Silicon carbide in its cubic zinc-blende form has two gaps worth telling apart. The band gap in the table is the smallest energy step from a filled to an empty state, even if the electron has to change its wavevector on the way. The least direct gap is the smallest step at a fixed wavevector, which is what light can bridge without help from lattice vibrations. The crystal is compressed and stretched evenly, so that only the volume per atom $V$ and, with it, the shortest Si–C distance $d$ change.

Ansatz 0.2.0, PBE with plane waves and PAW (scalar-relativistic, without spin polarization), for zinc-blende SiC with the atoms held fixed at each volume. Wave cutoff 420 eV, 12×12×12 k mesh for the two-atom cell, Gaussian smearing of 0.02 eV. Both gaps are Kohn–Sham gaps taken on the k mesh.

| volume (Å³/atom) | shortest distance (Å) | band gap (eV) | least direct gap (eV) |
| --- | --- | --- | --- |
| 9.561 | 1.838 | ? | ? |
| 9.983 | 1.865 | 1.326 | 4.581 |
| 10.145 | 1.875 | 1.342 | 4.565 |
| 10.519 | 1.898 | 1.374 | 4.528 |
| 10.533 | 1.898 | 1.376 | 4.527 |
| 10.778 | 1.913 | 1.395 | 4.502 |
| 10.790 | 1.914 | 1.396 | 4.501 |
| 11.164 | 1.936 | 1.424 | 4.463 |
| 11.170 | 1.936 | 1.424 | 4.462 |
| 11.328 | 1.945 | 1.437 | 4.446 |

**(a) How do the two gaps respond to volume in the known rows, and why do they respond differently?**

*Solution.* From the smallest to the largest known volume the band gap rises by 0.111 eV, while the least direct gap falls by 0.135 eV. Squeezing the crystal therefore narrows one gap and widens the other. The same calculations show that the band gap runs between the same two points in every known row: from the valence top at zero wavevector, called Γ, to the conduction bottom at the zone edge X.

Standard band theory of this crystal places the least direct gap at X as well, although these runs do not report its position. Both gaps are read off on a mesh of wavevectors, which contains Γ and X but could miss a minimum lying between its points. If the least direct gap does lie at X, both gaps end on the same empty state and differ only in where they start:

$$E_\text{band gap} = E_\text{direct} - W .$$

Here $W$ is the drop of the highest valence band from Γ to X. The question becomes how $E_\text{direct}$ and $W$ each grow when the atoms approach.

For $W$, the limit of distant atoms is instructive. Without coupling between neighbours, an electron's energy would not depend on its wavevector, and $W$ would vanish. Coupling creates $W$, and it strengthens roughly as $1/d^2$, as does the kinetic energy of a wave whose length shrinks with the lattice. Since $V$ goes as $d^3$, this argument gives $W \propto V^{-2/3}$.

For the direct gap the same scaling cannot hold. The direct gap is larger than $W$, so if it also followed $1/d^2$ it would gain more energy than $W$, and the band gap would widen on compression. The table shows the opposite. Part of the reason may be that silicon and carbon have different orbital energies: this difference contributes to the gap even without coupling and hardly depends on distance. It cannot be the whole reason, because in pure silicon, where no such difference exists, the gap from Γ to a point near X also shrinks under pressure. The separation of the states at X therefore depends on more than a single coupling law.

The known rows give the sizes. For a volume reduction of 1%, the fits give a growth of about 0.02 eV in $W$ but only about 0.01 eV in the direct gap. The band gap, being the difference, shrinks by about 0.01 eV. This balance shows which quantity changes faster. That coupling drives the growth of $W$ remains an argument from theory, and the weak response of the direct gap is explained only in part.

**(b) Predict both gaps at 9.561 Å³ per atom.**

*Solution.* The simplest rule says that equal percentage changes of volume shift a gap by equal amounts, which makes the gap a straight line in $\ln V$. The known rows depart slightly from it. The band gap changes by 0.918 eV per unit of $\ln V$ in the compressed part of the series, but by 0.844 eV in the expanded part. A quadratic term was therefore added, and line and curve were each fitted to the nine known rows.

Let $x=\ln(V/V_0)$, with $V_0=10.519$ Å³ per atom, the known volume closest to zero pressure. The new volume has $x=\ln(9.561/10.519)=-0.0955$, and the curve gives

$$E_\text{band gap}=1.374+0.880\,x-0.59\,x^2\approx1.374-0.084-0.005=1.285\ \text{eV}.$$

The forecast for the band gap is thus about 1.28 eV, below every known row. The same procedure puts the least direct gap at about 4.62 eV, above every known row, so the smallest gap should stay indirect.

The range is ±0.01 eV around the curve's value for each gap. It is a judgement, chosen wide enough to include the straight line, which gives 1.291 and 4.629 eV. It covers the extrapolation within this level of theory, provided that the band edges stay at the same wavevectors. It does not cover the error of the PBE functional, which puts the band gap roughly 1 eV below experiment.

**(c) Compare the forecasts with the calculation. What do the misses teach?**

The withheld rows as computed:

| volume (Å³/atom) | shortest distance (Å) | band gap (eV) | least direct gap (eV) |
| --- | --- | --- | --- |
| 9.561 | 1.838 | 1.282 | 4.622 |

*Solution.* Both values lie within their ranges, and the smallest gap is still indirect. The curve puts the band gap 0.003 eV too high, which is small beside its change of 0.044 eV from the nearest known row. For the least direct gap the miss is only 0.001 eV. The straight lines also stay within the ranges, but they miss by 0.009 and 0.007 eV, so allowing for curvature was worthwhile.

The small miss in the band gap has a clear direction. Between the new row and its nearest neighbour the slope is $0.044/\ln(9.983/9.561)\approx1.0$ eV per unit of $\ln V$, steeper than the 0.918 eV found for the compressed part of the known series. The band gap thus becomes more sensitive as the crystal is squeezed, and the fitted curve bends too little to follow it fully. One known row helps to explain why. In the unrounded results the slope falls steadily on expansion, to about 0.81 between 10.790 and 11.164 Å³ per atom, but in the last step, from 11.170 to 11.328, it rises again to about 0.89. The gap at the largest volume thus lies one or two meV above the trend of the others, and this flattens the curve. So small a shift may come from the set of plane waves, which changes in steps with the cell size at a fixed cutoff.

The withheld row also tests how $W$ scales. A power law fitted to the known rows gives 3.344 eV for the difference between the two gaps, and the calculation gives $4.622-1.282=3.340$ eV. The fitted exponent is 0.62 rather than 2/3, so the coupling argument captures the main dependence but makes it somewhat too steep. The printed output below lists the fits and their misses.

What this agreement leaves open is whether the least direct gap really lies at X, because the difference between the gaps could be computed wherever it lay. The band gap itself raises no such doubt: in the new row, too, the calculation finds the valence top at Γ and the conduction bottom at X, as the forecast assumed. For practical use, the sign of a pressure shift depends on which gap is meant. Around zero pressure these calculations give about −4 meV per GPa of compression for the band gap and +5 meV per GPa for the least direct gap. The first figure describes the onset of absorption, which here needs help from lattice vibrations, and the second the onset of direct absorption.

Numerical output:

```
Change of smallest gap from 9.983 to 11.328 A^3/atom, eV: 0.111
Change of least direct gap from 9.983 to 11.328 A^3/atom, eV: -0.135
Slope of smallest gap, 9.983 to 10.519, eV per unit ln V: 0.9178
Slope of smallest gap, 10.778 to 11.328, eV per unit ln V: 0.8439
Slope of least direct gap, 9.983 to 10.519, eV per unit ln V: -1.013
Slope of least direct gap, 10.778 to 11.328, eV per unit ln V: -1.125
fit of band_gap on 9 rows: constant 1.373 +/- 0.00044, coefficient of x 0.8655 +/- 0.0098; rms 0.00107, worst 9.983 0.00193, leave-one-out rms 0.00152
  rows outside the fit (model, value, miss): 9.561 1.291, 1.282, 0.00855
fit of band_gap on 9 rows: constant 1.374 +/- 0.00034, coefficient of x 0.8797 +/- 0.0065, coefficient of x**2 -0.5945 +/- 0.15; rms 0.000553, worst 11.328 -0.000947, leave-one-out rms 0.00105
  rows outside the fit (model, value, miss): 9.561 1.285, 1.282, 0.00271
fit of least_direct_gap on 9 rows: constant 4.527 +/- 0.0005, coefficient of x -1.069 +/- 0.011; rms 0.00122, worst 9.983 0.00182, leave-one-out rms 0.00171
  rows outside the fit (model, value, miss): 9.561 4.629, 4.622, 0.00701
fit of least_direct_gap on 9 rows: constant 4.528 +/- 9.3e-05, coefficient of x -1.05 +/- 0.0018, coefficient of x**2 -0.7898 +/- 0.041; rms 0.000153, worst 10.533 -0.000255, leave-one-out rms 0.000219
  rows outside the fit (model, value, miss): 9.561 4.621, 4.622, -0.000745
fit of sep on 9 rows: coefficient of r**(-s) 3.153 +/- 0.00051, s 0.6179; rms 0.00133, worst 11.328 0.00265, leave-one-out rms 0.0019
  rows outside the fit (model, value, miss): 9.561 3.344, 3.34, 0.00437
Fall of separation from 9.983 to 11.328, computed, eV: 0.246
Fall of separation from 9.983 to 11.328 if it went as V^(-2/3), eV: 0.263
Pressure coefficient of smallest gap between 10.778 and 10.145, meV/GPa: -4.041
Pressure coefficient of least direct gap between 10.778 and 10.145, meV/GPa: 4.804
```
